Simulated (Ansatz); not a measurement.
Os (hcp type), DFT, PBE, all-electron LAPW, scalar-relativistic (Ansatz 0.2.0), on 1 thread of Intel(R) Xeon(R) Platinum 8488C (Sapphire Rapids) (shared host).

Command: `ansatz run input.yaml --threads 1 --pin off --max-ram 2560MiB --backend cpu --events-out ev --progress --plain --runs-dir out`

```yaml
crystal:
  lattice:
    - [2.7305981567, 0.0, 0.0]
    - [-1.3652990784, 2.3647673712, 0.0]
    - [0.0, 0.0, 4.4235690139]
  atoms:
    - { symbol: Os, position: [0.333333333, 0.666666667, 0.25] }
    - { symbol: Os, position: [0.666666667, 0.333333333, 0.75] }
kpoints:
  mp_grid: { grid: [11, 11, 6] }
scf:
  occupations: { method: fermi_dirac, width: 0.0816 }
hamiltonian:
  xc: pbe
  pseudopotentials: { kind: all_electron, lapw: { basis_error: 0.001 } }
output:
  forces: true
  stress: true
  eigenvalues: true
```

Q: How large is the problem that the program sets up?

A: 64 irreducible k-points, 313 plane waves at Γ, 48 bands.

Q: About how long does it take?

A: 16 s of wall time for 8 SCF iterations. Times on shared machines scatter by tens of per cent.
